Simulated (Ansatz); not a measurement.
What moves the pressure of Mo?

```xyz
1
Lattice="-1.5710 1.5710 1.5710 1.5710 -1.5710 1.5710 1.5710 1.5710 -1.5710" Properties=species:S:1:pos:R:3 pbc="T T T"
Mo    0.0000    0.0000    0.0000
```

The cell is COD entry 9011605, as deposited and not checked against the literature; nothing was relaxed. It is an old determination, and later ones may differ.

Level of theory: DFT, PBE, all-electron LAPW, scalar-relativistic (Ansatz 0.2.0).

Numerical set-up: a Γ-centred 16×16×16 k mesh, Fermi–Dirac smearing of 0.05 eV, basis error target 1 meV/atom, no spin polarisation.

In this reference run the pressure is 4.6 GPa (positive in compression). Each change below is made alone, on the same k mesh, with fractional coordinates held unless an atom is moved; x, y and z are the Cartesian axes.

Task: One change shifts the pressure by +5.9 GPa. Which?
A. volume scaled by 0.98
B. no relativity
C. functional lda
D. volume scaled by 1.02
E. functional pbesol
F. spin-orbit coupling on

Result: A. The others give: volume scaled by 1.02, -5.3 GPa; spin-orbit coupling on, +0.1 GPa; functional lda, -12.8 GPa; no relativity, +3.3 GPa; functional pbesol, -8.0 GPa.
